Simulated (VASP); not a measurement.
# Y (P6_3/mmc) in VASP: notebook, part 5 of 7

VASP 6.6.1. The steps go on from the part before.

**68. Equation of state, PBEsol, 32.02 Å³/atom**

INCAR reads:

```
SYSTEM = Y
PREC = Accurate ; ENCUT = 350
EDIFF = 1E-6 ; ISMEAR = -1
SIGMA = 0.15 ; LREAL = .FALSE.
LASPH = .TRUE. ; NELM = 100
ALGO = Normal ; ISIF = 2
LWAVE = .FALSE. ; LCHARG = .FALSE.
GGA = PS ; ADDGRID = .FALSE.
```

KPOINTS reads:

```
Automatic mesh
0
G
  10 10 6
  0 0 0
```

POSCAR reads:

```
Y
1.0
    3.6105550567      0.0000000000      0.0000000000
   -1.8052775283      3.1268324009      0.0000000000
    0.0000000000      0.0000000000      5.6727111937
Y
2
Direct
    0.6666666667      0.3333333333      0.7500000000
    0.3333333333      0.6666666667      0.2500000000
```

Run with:

```
> cat potpaw_PBE.64/Y_sv/POTCAR > POTCAR
> mpirun -np 1 vasp_std > vasp.out
```

It took 22 s on 1 thread of Intel Xeon Platinum 8488C (Sapphire Rapids), shared host; peak memory 0.17 GiB.

The run converged, but some of its settings lie outside the range that counts as converged, so its numbers aren't taken as properties of the crystal.

Results:

```
Free energy            : -13.7664 eV
Pressure               : -0.9 GPa
Band gap on the k mesh : none (metal or under the smearing width)
```

Caveat: the PAW data sets were made with another functional, which shifts forces and pressure a little.

**69. Equation of state, PBEsol, 34.00 Å³/atom**

INCAR is that of step 68.

KPOINTS is that of step 68.

POSCAR reads:

```
Y
1.0
    3.6835152200      0.0000000000      0.0000000000
   -1.8417576100      3.1900177558      0.0000000000
    0.0000000000      0.0000000000      5.7873423041
Y
2
Direct
    0.6666666667      0.3333333333      0.7500000000
    0.3333333333      0.6666666667      0.2500000000
```

Potentials or basis: VASP PAW PBE potentials, release 64 (Y_sv).

Run with:

```
> cat potpaw_PBE.64/Y_sv/POTCAR > POTCAR
> mpirun -np 1 vasp_std > vasp.out
```

It took 23 s on 1 thread of Intel Xeon Platinum 8488C (Sapphire Rapids), shared host; peak memory 0.17 GiB.

These settings aren't checked as converged: the numbers below hold their error.

Results:

```yaml
Free_energy: -13.7188 eV
Pressure: -3.0 GPa
Band_gap_on_the_k_mesh: none (metal or under the smearing width)
```

Caveat: the PAW data sets were made with another functional, which shifts forces and pressure a little.

**70. Equation of state, PBEsol, 32.02 Å³/atom**

INCAR, as its differences from that of step 69:

```diff
@@ -1,3 +1,3 @@
 SYSTEM = Y
-PREC = Accurate ; ENCUT = 350
+PREC = Accurate ; ENCUT = 400
 EDIFF = 1E-6 ; ISMEAR = -1
```

KPOINTS is that of step 69.

POSCAR reads:

```
Y
1.0
    3.6105550567      0.0000000000      0.0000000000
   -1.8052775283      3.1268324009      0.0000000000
    0.0000000000      0.0000000000      5.6727111937
Y
2
Direct
    0.6666666667      0.3333333333      0.7500000000
    0.3333333333      0.6666666667      0.2500000000
```

Run with:

```
> cat potpaw_PBE.64/Y_sv/POTCAR > POTCAR
> mpirun -np 1 vasp_std > vasp.out
```

It took 25 s on 1 thread of Intel Xeon Platinum 8488C (Sapphire Rapids), shared host; peak memory 0.17 GiB.

The run converged, but some of its settings lie outside the range that counts as converged, so its numbers aren't taken as properties of the crystal.

Results:

```
Free energy            : -13.7665 eV
Pressure               : -0.8 GPa
Band gap on the k mesh : none (metal or under the smearing width)
```

Caveat: the PAW data sets were made with another functional, which shifts forces and pressure a little.

**71. Equation of state, PBEsol, 34.00 Å³/atom**

INCAR is that of step 70.

KPOINTS is that of step 70.

POSCAR reads:

```
Y
1.0
    3.6835152200      0.0000000000      0.0000000000
   -1.8417576100      3.1900177558      0.0000000000
    0.0000000000      0.0000000000      5.7873423041
Y
2
Direct
    0.6666666667      0.3333333333      0.7500000000
    0.3333333333      0.6666666667      0.2500000000
```

Run with:

```
> cat potpaw_PBE.64/Y_sv/POTCAR > POTCAR
> mpirun -np 1 vasp_std > vasp.out
```

It took 27 s on 1 thread of Intel Xeon Platinum 8488C (Sapphire Rapids), shared host; peak memory 0.18 GiB.

These settings aren't checked as converged: the numbers below hold their error.

What came out:

```
Free energy            : -13.7188 eV
Pressure               : -3.0 GPa
Band gap on the k mesh : none (metal or under the smearing width)
```

Caveat: the PAW data sets were made with another functional, which shifts forces and pressure a little.

**72. Equation of state, PBEsol, 32.02 Å³/atom**

INCAR, as its differences from that of step 71:

```diff
@@ -1,3 +1,3 @@
 SYSTEM = Y
-PREC = Accurate ; ENCUT = 400
+PREC = Accurate ; ENCUT = 550
 EDIFF = 1E-6 ; ISMEAR = -1
```

KPOINTS reads:

```
Automatic mesh
0
G
  9 9 5
  0 0 0
```

POSCAR reads:

```
Y
1.0
    3.6105550567      0.0000000000      0.0000000000
   -1.8052775283      3.1268324009      0.0000000000
    0.0000000000      0.0000000000      5.6727111937
Y
2
Direct
    0.6666666667      0.3333333333      0.7500000000
    0.3333333333      0.6666666667      0.2500000000
```

Potentials or basis: VASP PAW PBE potentials, release 64 (Y_sv).

Run with:

```
> cat potpaw_PBE.64/Y_sv/POTCAR > POTCAR
> mpirun -np 1 vasp_std > vasp.out
```

Run time: 36 s. Hardware: 1 thread of Intel Xeon Platinum 8488C (Sapphire Rapids), shared host; peak memory 0.21 GiB.

The run converged, but some of its settings lie outside the range that counts as converged, so its numbers aren't taken as properties of the crystal.

Results:

- Free energy: -13.7674 eV
- Pressure: -0.8 GPa
- Band gap on the k mesh: none (metal or under the smearing width)

Caveat: the PAW data sets were made with another functional, which shifts forces and pressure a little.

**73. Equation of state, PBEsol, 34.00 Å³/atom**

INCAR is that of step 72.

KPOINTS is that of step 72.

POSCAR reads:

```
Y
1.0
    3.6835152200      0.0000000000      0.0000000000
   -1.8417576100      3.1900177558      0.0000000000
    0.0000000000      0.0000000000      5.7873423041
Y
2
Direct
    0.6666666667      0.3333333333      0.7500000000
    0.3333333333      0.6666666667      0.2500000000
```

Run with:

```
> cat potpaw_PBE.64/Y_sv/POTCAR > POTCAR
> mpirun -np 1 vasp_std > vasp.out
```

It took 35 s on 1 thread of Intel Xeon Platinum 8488C (Sapphire Rapids), shared host; peak memory 0.21 GiB.

The run converged, but some of its settings lie outside the range that counts as converged, so its numbers aren't taken as properties of the crystal.

What came out:

```yaml
Free_energy: -13.7196 eV
Pressure: -3.0 GPa
Band_gap_on_the_k_mesh: none (metal or under the smearing width)
```

Caveat: the PAW data sets were made with another functional, which shifts forces and pressure a little.

**74. Equation of state, PBEsol, 32.02 Å³/atom**

INCAR, as its differences from that of step 73:

```diff
@@ -1,3 +1,3 @@
 SYSTEM = Y
-PREC = Accurate ; ENCUT = 550
+PREC = Accurate ; ENCUT = 300
 EDIFF = 1E-6 ; ISMEAR = -1
```

KPOINTS reads:

```
Automatic mesh
0
G
  12 12 7
  0 0 0
```

POSCAR reads:

```
Y
1.0
    3.6105550567      0.0000000000      0.0000000000
   -1.8052775283      3.1268324009      0.0000000000
    0.0000000000      0.0000000000      5.6727111937
Y
2
Direct
    0.6666666667      0.3333333333      0.7500000000
    0.3333333333      0.6666666667      0.2500000000
```

Run with:

```
> cat potpaw_PBE.64/Y_sv/POTCAR > POTCAR
> mpirun -np 1 vasp_std > vasp.out
```

It took 23 s on 1 thread of Intel Xeon Platinum 8488C (Sapphire Rapids), shared host; peak memory 0.16 GiB.

These settings aren't checked as converged: the numbers below hold their error.

What came out:

```yaml
Free_energy: -13.7614 eV
Pressure: -1.0 GPa
Band_gap_on_the_k_mesh: none (metal or under the smearing width)
```

Caveat: the PAW data sets were made with another functional, which shifts forces and pressure a little.

**75. Equation of state, PBEsol, 34.00 Å³/atom**

INCAR is that of step 74.

KPOINTS is that of step 74.

POSCAR reads:

```
Y
1.0
    3.6835152200      0.0000000000      0.0000000000
   -1.8417576100      3.1900177558      0.0000000000
    0.0000000000      0.0000000000      5.7873423041
Y
2
Direct
    0.6666666667      0.3333333333      0.7500000000
    0.3333333333      0.6666666667      0.2500000000
```

Potentials or basis: VASP PAW PBE potentials, release 64 (Y_sv).

Run with:

```
> cat potpaw_PBE.64/Y_sv/POTCAR > POTCAR
> mpirun -np 1 vasp_std > vasp.out
```

Run time: 26 s. Hardware: 1 thread of Intel Xeon Platinum 8488C (Sapphire Rapids), shared host; peak memory 0.17 GiB.

These settings aren't checked as converged: the numbers below hold their error.

What came out:

* Free energy: -13.7145 eV
* Pressure: -3.1 GPa
* Band gap on the k mesh: none (metal or under the smearing width)

Caveat: the PAW data sets were made with another functional, which shifts forces and pressure a little.

**76. Equation of state, PBEsol, 32.02 Å³/atom**

INCAR, as its differences from that of step 75:

```diff
@@ -1,3 +1,3 @@
 SYSTEM = Y
-PREC = Accurate ; ENCUT = 300
+PREC = Accurate ; ENCUT = 450
 EDIFF = 1E-6 ; ISMEAR = -1
```

KPOINTS reads:

```
Automatic mesh
0
G
  10 10 6
  0 0 0
```

POSCAR reads:

```
Y
1.0
    3.6105550567      0.0000000000      0.0000000000
   -1.8052775283      3.1268324009      0.0000000000
    0.0000000000      0.0000000000      5.6727111937
Y
2
Direct
    0.6666666667      0.3333333333      0.7500000000
    0.3333333333      0.6666666667      0.2500000000
```

Run with:

```
> cat potpaw_PBE.64/Y_sv/POTCAR > POTCAR
> mpirun -np 1 vasp_std > vasp.out
```

It took 30 s on 1 thread of Intel Xeon Platinum 8488C (Sapphire Rapids), shared host; peak memory 0.21 GiB.

These settings aren't checked as converged: the numbers below hold their error.

What came out:

```yaml
Free_energy: -13.7666 eV
Pressure: -0.8 GPa
Band_gap_on_the_k_mesh: none (metal or under the smearing width)
```

Caveat: the PAW data sets were made with another functional, which shifts forces and pressure a little.

**77. Equation of state, PBEsol, 34.00 Å³/atom**

INCAR is that of step 76.

KPOINTS is that of step 76.

POSCAR reads:

```
Y
1.0
    3.6835152200      0.0000000000      0.0000000000
   -1.8417576100      3.1900177558      0.0000000000
    0.0000000000      0.0000000000      5.7873423041
Y
2
Direct
    0.6666666667      0.3333333333      0.7500000000
    0.3333333333      0.6666666667      0.2500000000
```

Run with:

```
> cat potpaw_PBE.64/Y_sv/POTCAR > POTCAR
> mpirun -np 1 vasp_std > vasp.out
```

Wall time 29 s (1 thread of Intel Xeon Platinum 8488C (Sapphire Rapids), shared host); peak memory 0.21 GiB.

The run converged, but some of its settings lie outside the range that counts as converged, so its numbers aren't taken as properties of the crystal.

Results:

```
Free energy            : -13.7190 eV
Pressure               : -3.0 GPa
Band gap on the k mesh : none (metal or under the smearing width)
```

Caveat: the PAW data sets were made with another functional, which shifts forces and pressure a little.

**78. Equation of state, PBEsol, 32.02 Å³/atom**

INCAR, as its differences from that of step 77:

```diff
@@ -1,3 +1,3 @@
 SYSTEM = Y
-PREC = Accurate ; ENCUT = 450
+PREC = Accurate ; ENCUT = 350
 EDIFF = 1E-6 ; ISMEAR = -1
```

KPOINTS reads:

```
Automatic mesh
0
G
  12 12 7
  0 0 0
```

POSCAR reads:

```
Y
1.0
    3.6105550567      0.0000000000      0.0000000000
   -1.8052775283      3.1268324009      0.0000000000
    0.0000000000      0.0000000000      5.6727111937
Y
2
Direct
    0.6666666667      0.3333333333      0.7500000000
    0.3333333333      0.6666666667      0.2500000000
```

Potentials or basis: VASP PAW PBE potentials, release 64 (Y_sv).

Run with:

```
> cat potpaw_PBE.64/Y_sv/POTCAR > POTCAR
> mpirun -np 1 vasp_std > vasp.out
```

Wall time 23 s (1 thread of Intel Xeon Platinum 8488C (Sapphire Rapids), shared host); peak memory 0.18 GiB.

These settings aren't checked as converged: the numbers below hold their error.

Results:

| Quantity | Value |
| --- | --- |
| Free energy | -13.7661 eV |
| Pressure | -0.9 GPa |
| Band gap on the k mesh | none (metal or under the smearing width) |

Caveat: the PAW data sets were made with another functional, which shifts forces and pressure a little.

**79. Equation of state, PBEsol, 34.00 Å³/atom**

INCAR is that of step 78.

KPOINTS is that of step 78.

POSCAR reads:

```
Y
1.0
    3.6835152200      0.0000000000      0.0000000000
   -1.8417576100      3.1900177558      0.0000000000
    0.0000000000      0.0000000000      5.7873423041
Y
2
Direct
    0.6666666667      0.3333333333      0.7500000000
    0.3333333333      0.6666666667      0.2500000000
```

Run with:

```
> cat potpaw_PBE.64/Y_sv/POTCAR > POTCAR
> mpirun -np 1 vasp_std > vasp.out
```

Run time: 24 s. Hardware: 1 thread of Intel Xeon Platinum 8488C (Sapphire Rapids), shared host; peak memory 0.18 GiB.

The run converged, but some of its settings lie outside the range that counts as converged, so its numbers aren't taken as properties of the crystal.

Results:

* Free energy: -13.7187 eV
* Pressure: -3.0 GPa
* Band gap on the k mesh: none (metal or under the smearing width)

Caveat: the PAW data sets were made with another functional, which shifts forces and pressure a little.

**80. Equation of state, PBEsol, 32.02 Å³/atom**

INCAR, as its differences from that of step 79:

```diff
@@ -1,3 +1,3 @@
 SYSTEM = Y
-PREC = Accurate ; ENCUT = 350
+PREC = Accurate ; ENCUT = 700
 EDIFF = 1E-6 ; ISMEAR = -1
```

KPOINTS reads:

```
Automatic mesh
0
G
  9 9 5
  0 0 0
```

POSCAR reads:

```
Y
1.0
    3.6105550567      0.0000000000      0.0000000000
   -1.8052775283      3.1268324009      0.0000000000
    0.0000000000      0.0000000000      5.6727111937
Y
2
Direct
    0.6666666667      0.3333333333      0.7500000000
    0.3333333333      0.6666666667      0.2500000000
```

Run with:

```
> cat potpaw_PBE.64/Y_sv/POTCAR > POTCAR
> mpirun -np 1 vasp_std > vasp.out
```

Run time: 59 s. Hardware: 1 thread of Intel Xeon Platinum 8488C (Sapphire Rapids), shared host; peak memory 0.25 GiB.

The run converged, but some of its settings lie outside the range that counts as converged, so its numbers aren't taken as properties of the crystal.

What came out:

- Free energy: -13.7675 eV
- Pressure: -0.8 GPa
- Band gap on the k mesh: none (metal or under the smearing width)

Caveat: the PAW data sets were made with another functional, which shifts forces and pressure a little.

**81. Equation of state, PBEsol, 34.00 Å³/atom**

INCAR is that of step 80.

KPOINTS is that of step 80.

POSCAR reads:

```
Y
1.0
    3.6835152200      0.0000000000      0.0000000000
   -1.8417576100      3.1900177558      0.0000000000
    0.0000000000      0.0000000000      5.7873423041
Y
2
Direct
    0.6666666667      0.3333333333      0.7500000000
    0.3333333333      0.6666666667      0.2500000000
```

Potentials or basis: VASP PAW PBE potentials, release 64 (Y_sv).

Run with:

```
> cat potpaw_PBE.64/Y_sv/POTCAR > POTCAR
> mpirun -np 1 vasp_std > vasp.out
```

Wall time 49 s (1 thread of Intel Xeon Platinum 8488C (Sapphire Rapids), shared host); peak memory 0.25 GiB.

The run converged, but some of its settings lie outside the range that counts as converged, so its numbers aren't taken as properties of the crystal.

What came out:

```
Free energy            : -13.7196 eV
Pressure               : -3.0 GPa
Band gap on the k mesh : none (metal or under the smearing width)
```

Caveat: the PAW data sets were made with another functional, which shifts forces and pressure a little.

**82. Equation of state, PBEsol, 32.02 Å³/atom**

INCAR, as its differences from that of step 81:

```diff
@@ -1,3 +1,3 @@
 SYSTEM = Y
-PREC = Accurate ; ENCUT = 700
+PREC = Accurate ; ENCUT = 550
 EDIFF = 1E-6 ; ISMEAR = -1
```

KPOINTS reads:

```
Automatic mesh
0
G
  10 10 6
  0 0 0
```

POSCAR reads:

```
Y
1.0
    3.6105550567      0.0000000000      0.0000000000
   -1.8052775283      3.1268324009      0.0000000000
    0.0000000000      0.0000000000      5.6727111937
Y
2
Direct
    0.6666666667      0.3333333333      0.7500000000
    0.3333333333      0.6666666667      0.2500000000
```

Run with:

```
> cat potpaw_PBE.64/Y_sv/POTCAR > POTCAR
> mpirun -np 1 vasp_std > vasp.out
```

It took 65 s on 1 thread of Intel Xeon Platinum 8488C (Sapphire Rapids), shared host; peak memory 0.22 GiB.

The run converged, but some of its settings lie outside the range that counts as converged, so its numbers aren't taken as properties of the crystal.

What came out:

```
Free energy            : -13.7672 eV
Pressure               : -0.8 GPa
Band gap on the k mesh : none (metal or under the smearing width)
```

Caveat: the PAW data sets were made with another functional, which shifts forces and pressure a little.

**83. Equation of state, PBEsol, 34.00 Å³/atom**

INCAR is that of step 82.

KPOINTS is that of step 82.

POSCAR reads:

```
Y
1.0
    3.6835152200      0.0000000000      0.0000000000
   -1.8417576100      3.1900177558      0.0000000000
    0.0000000000      0.0000000000      5.7873423041
Y
2
Direct
    0.6666666667      0.3333333333      0.7500000000
    0.3333333333      0.6666666667      0.2500000000
```

Run with:

```
> cat potpaw_PBE.64/Y_sv/POTCAR > POTCAR
> mpirun -np 1 vasp_std > vasp.out
```

Run time: 56 s. Hardware: 1 thread of Intel Xeon Platinum 8488C (Sapphire Rapids), shared host; peak memory 0.23 GiB.

The run converged, but some of its settings lie outside the range that counts as converged, so its numbers aren't taken as properties of the crystal.

What came out:

```
Free energy            : -13.7194 eV
Pressure               : -3.0 GPa
Band gap on the k mesh : none (metal or under the smearing width)
```

Caveat: the PAW data sets were made with another functional, which shifts forces and pressure a little.

**84. Equation of state, PBEsol, 32.02 Å³/atom**

INCAR, as its differences from that of step 83:

```diff
@@ -1,3 +1,3 @@
 SYSTEM = Y
-PREC = Accurate ; ENCUT = 550
+PREC = Accurate ; ENCUT = 400
 EDIFF = 1E-6 ; ISMEAR = -1
```

KPOINTS reads:

```
Automatic mesh
0
G
  12 12 7
  0 0 0
```

POSCAR reads:

```
Y
1.0
    3.6105550567      0.0000000000      0.0000000000
   -1.8052775283      3.1268324009      0.0000000000
    0.0000000000      0.0000000000      5.6727111937
Y
2
Direct
    0.6666666667      0.3333333333      0.7500000000
    0.3333333333      0.6666666667      0.2500000000
```

Potentials or basis: VASP PAW PBE potentials, release 64 (Y_sv).

Run with:

```
> cat potpaw_PBE.64/Y_sv/POTCAR > POTCAR
> mpirun -np 1 vasp_std > vasp.out
```

It took 45 s on 1 thread of Intel Xeon Platinum 8488C (Sapphire Rapids), shared host; peak memory 0.19 GiB.

These settings aren't checked as converged: the numbers below hold their error.

Results:

```yaml
Free_energy: -13.7663 eV
Pressure: -0.8 GPa
Band_gap_on_the_k_mesh: none (metal or under the smearing width)
```

Caveat: the PAW data sets were made with another functional, which shifts forces and pressure a little.

**85. Equation of state, PBEsol, 34.00 Å³/atom**

INCAR is that of step 84.

KPOINTS is that of step 84.

POSCAR reads:

```
Y
1.0
    3.6835152200      0.0000000000      0.0000000000
   -1.8417576100      3.1900177558      0.0000000000
    0.0000000000      0.0000000000      5.7873423041
Y
2
Direct
    0.6666666667      0.3333333333      0.7500000000
    0.3333333333      0.6666666667      0.2500000000
```

Run with:

```
> cat potpaw_PBE.64/Y_sv/POTCAR > POTCAR
> mpirun -np 1 vasp_std > vasp.out
```

Wall time 47 s (1 thread of Intel Xeon Platinum 8488C (Sapphire Rapids), shared host); peak memory 0.2 GiB.

The run converged, but some of its settings lie outside the range that counts as converged, so its numbers aren't taken as properties of the crystal.

Results:

```
Free energy            : -13.7188 eV
Pressure               : -3.0 GPa
Band gap on the k mesh : none (metal or under the smearing width)
```

Caveat: the PAW data sets were made with another functional, which shifts forces and pressure a little.

**86. Equation of state, PBEsol, 32.02 Å³/atom**

INCAR, as its differences from that of step 85:

```diff
@@ -1,3 +1,3 @@
 SYSTEM = Y
-PREC = Accurate ; ENCUT = 400
+PREC = Accurate ; ENCUT = 450
 EDIFF = 1E-6 ; ISMEAR = -1
```

KPOINTS is that of step 85.

POSCAR reads:

```
Y
1.0
    3.6105550567      0.0000000000      0.0000000000
   -1.8052775283      3.1268324009      0.0000000000
    0.0000000000      0.0000000000      5.6727111937
Y
2
Direct
    0.6666666667      0.3333333333      0.7500000000
    0.3333333333      0.6666666667      0.2500000000
```

Run with:

```
> cat potpaw_PBE.64/Y_sv/POTCAR > POTCAR
> mpirun -np 1 vasp_std > vasp.out
```

Run time: 61 s. Hardware: 1 thread of Intel Xeon Platinum 8488C (Sapphire Rapids), shared host; peak memory 0.22 GiB.

These settings aren't checked as converged: the numbers below hold their error.

What came out:

```yaml
Free_energy: -13.7664 eV
Pressure: -0.8 GPa
Band_gap_on_the_k_mesh: none (metal or under the smearing width)
```

Caveat: the PAW data sets were made with another functional, which shifts forces and pressure a little.

**87. Equation of state, PBEsol, 34.00 Å³/atom**

INCAR is that of step 86.

KPOINTS is that of step 86.

POSCAR reads:

```
Y
1.0
    3.6835152200      0.0000000000      0.0000000000
   -1.8417576100      3.1900177558      0.0000000000
    0.0000000000      0.0000000000      5.7873423041
Y
2
Direct
    0.6666666667      0.3333333333      0.7500000000
    0.3333333333      0.6666666667      0.2500000000
```

Potentials or basis: VASP PAW PBE potentials, release 64 (Y_sv).

Run with:

```
> cat potpaw_PBE.64/Y_sv/POTCAR > POTCAR
> mpirun -np 1 vasp_std > vasp.out
```

Run time: 61 s. Hardware: 1 thread of Intel Xeon Platinum 8488C (Sapphire Rapids), shared host; peak memory 0.22 GiB.

These settings aren't checked as converged: the numbers below hold their error.

Results:

```
Free energy            : -13.7190 eV
Pressure               : -3.0 GPa
Band gap on the k mesh : none (metal or under the smearing width)
```

Caveat: the PAW data sets were made with another functional, which shifts forces and pressure a little.

[end of part 5 of 7]
